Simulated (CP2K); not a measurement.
Settings test, CP2K on RbBr

Simulated with CP2K 2026.2. This is a test of settings. The cell began as a measured structure and was relaxed with r2SCAN in plane waves (Ansatz 0.2.0). All runs are without spin polarisation.

Space group Fm-3m (No. 225), cubic; a = 6.922 Å in the conventional setting, 41.45 Å³ an atom. Rb is surrounded by 6 Br at 3.46 Å; Br is surrounded by 6 Rb at 3.46 Å.

The base run uses PBE in the SZV-MOLOPT-SR basis.

```
&GLOBAL
 PROJECT run
 RUN_TYPE ENERGY_FORCE
 PRINT_LEVEL LOW
&END GLOBAL
&FORCE_EVAL
 METHOD QS
 STRESS_TENSOR ANALYTICAL
 &DFT
  BASIS_SET_FILE_NAME BASIS_MOLOPT
  POTENTIAL_FILE_NAME GTH_POTENTIALS
  &QS
   EXTRAPOLATION USE_GUESS
  &END QS
  &MGRID
   CUTOFF 350
   REL_CUTOFF 50
  &END MGRID
  &XC
   &XC_FUNCTIONAL PBE
   &END XC_FUNCTIONAL
  &END XC
  &KPOINTS
   SCHEME MONKHORST-PACK 5 5 5
   SYMMETRY F
   FULL_GRID F
  &END KPOINTS
  &SCF
   ADDED_MOS 8
   EPS_SCF 1e-6
   MAX_SCF 80
   &DIAGONALIZATION
   &END DIAGONALIZATION
   &MIXING
    METHOD BROYDEN_MIXING
    ALPHA 0.3
   &END MIXING
   &SMEAR
    METHOD FERMI_DIRAC
    ELECTRONIC_TEMPERATURE [K] 232
   &END SMEAR
   &PRINT
    &ITERATION_INFO
    &END ITERATION_INFO
   &END PRINT
  &END SCF
  &PRINT
   &BAND_STRUCTURE
    FILE_NAME bands.bs
    ADDED_MOS 6
    &KPOINT_SET
     UNITS B_VECTOR
     SPECIAL_POINT 0.00000000 0.00000000 0.00000000
     NPOINTS 0
    &END KPOINT_SET
    &KPOINT_SET
     UNITS B_VECTOR
     SPECIAL_POINT 0.50000000 0.00000000 0.50000000
     NPOINTS 0
    &END KPOINT_SET
    &KPOINT_SET
     UNITS B_VECTOR
     SPECIAL_POINT 0.62500000 0.25000000 0.62500000
     NPOINTS 0
    &END KPOINT_SET
    &KPOINT_SET
     UNITS B_VECTOR
     SPECIAL_POINT 0.37500000 0.37500000 0.75000000
     NPOINTS 0
    &END KPOINT_SET
    &KPOINT_SET
     UNITS B_VECTOR
     SPECIAL_POINT 0.50000000 0.50000000 0.50000000
     NPOINTS 0
    &END KPOINT_SET
    &KPOINT_SET
     UNITS B_VECTOR
     SPECIAL_POINT 0.50000000 0.25000000 0.75000000
     NPOINTS 0
    &END KPOINT_SET
   &END BAND_STRUCTURE
  &END PRINT
 &END DFT
 &SUBSYS
  &CELL
   A 4.89435568 0.00000000 0.00000000
   B 2.44717784 4.23863635 0.00000000
   C 2.44717784 1.41287878 3.99622468
  &END CELL
  &COORD
   SCALED
   Rb 0.00000000 -0.00000000 -0.00000000
   Br 0.50000000 0.50000000 0.50000000
  &END COORD
  &KIND Rb
   BASIS_SET SZV-MOLOPT-SR-GTH
   POTENTIAL GTH-PBE
  &END KIND
  &KIND Br
   BASIS_SET SZV-MOLOPT-SR-GTH
   POTENTIAL GTH-PBE
  &END KIND
 &END SUBSYS
 &PRINT
  &STRESS_TENSOR
  &END STRESS_TENSOR
  &FORCES
  &END FORCES
 &END PRINT
&END FORCE_EVAL
```

Command: `cp2k.psmp -i run.inp`. It took 6.2 s on 2 threads of Intel(R) Xeon(R) Platinum 8488C (Sapphire Rapids), on a shared host, peak memory 0.31 GiB.

It converged with a gap of 3.25 eV and a pressure of 1.30 GPa (positive in compression). Pressures on CP2K's grid carry noise of some tenths of a GPa.

Each further run moved one setting: REL_CUTOFF (grid cutoff relative to the Gaussians, in Ry); XC_FUNCTIONAL (functional, with the PBE potentials kept); ALPHA (mixing weight); KPOINTS (Monkhorst-Pack mesh); CUTOFF (density grid cutoff in Ry). Changes are from the base run, which isn't itself converged in every setting; energies of another Hamiltonian, functional, basis or charge aren't compared, and those at a high electronic temperature are mostly its entropy term. CP2K's gap is over the listed points.

```tsv
setting	how it ended	gap change (eV)	energy change (meV/atom)	pressure change (GPa)	time (s)
REL_CUTOFF = 80	converged	0.00	0.0	0.00	7.4
XC_FUNCTIONAL = OLYP	converged	0.78	–	1.87	6.1
ALPHA = 0.05	converged	0.00	0.0	0.00	7.2
XC_FUNCTIONAL = PADE	converged	-0.50	–	-1.53	5.8
KPOINTS = 3x3x3	converged	0.00	-0.9	0.02	5.7
CUTOFF = 30 (poor on purpose)	converged	-0.03	254.7	-3.06	3.6
```

REL_CUTOFF = 80 changes nothing that matters here. ALPHA = 0.05 changes nothing that matters here. KPOINTS = 3x3x3 changes nothing that matters here.

Spin-orbit coupling is left out.
